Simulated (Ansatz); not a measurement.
The system is GaSb.

```
Sb Ga
1.0
    -1.55590    2.67500    2.89331
     1.55590   -2.67500    2.89331
     1.55590    2.67500   -2.89331
Sb Ga
1 1
Direct
  0.50000 0.50000 0.00000
  0.00000 0.00000 0.00000
```

Measurements of this composition are mostly on another form, of space group No. 216.

| Property | Result |
| --- | --- |
| Program | Ansatz 0.2.0 |
| Task | relaxation of cell and atoms |
| Functional | PBE0 |
| Potentials or basis | Ansatz PAW |
| Cutoff | 420 eV (not typed: the program's choice for these potentials) |
| k mesh | 5 × 5 × 5 |
| Occupations | fermi-dirac, width 0.05 eV |
| Spin | no spin polarisation |

At the start: volume 24.08 Å³/atom.

**Question.** How do energy, volume and symmetry change on relaxing?

**Answer.** It ends after 8 steps and the volume is 22.91 Å³/atom (-4.9 %); space group Immm (No. 71, to 0.05 Å).

Step by step:
```tsv
step	energy change (eV)	largest force (eV/Å)	volume (Å³)
1	0.0000	0.0000	48.17
2	-0.0722	0.0000	45.74
3	-0.1078	0.0000	45.86
4	-0.1526	0.0000	45.61
5	-0.1532	0.0000	45.98
6	-0.1534	0.0000	45.79
7	-0.1534	0.0000	45.82
8	-0.1524	0.0000	45.82
```

Final structure:
```
Sb Ga
1.0
    -1.67794    2.41052    2.83194
     1.67794   -2.41052    2.83194
     1.67794    2.41052   -2.83194
Sb Ga
1 1
Direct
  0.50000 0.50000 0.00000
  0.00000 0.00000 0.00000
```

Caveat: the k mesh is coarse (spacing up to 0.47 Å⁻¹), so the values aren't converged, least of all with exact exchange; the plane-wave basis is chosen anew once the cell has moved, so the energies of steps on either side of that aren't comparable; the PAW data sets come from PBE, with cores solved anew for the run's functional, which leaves a small shift of forces and pressure.
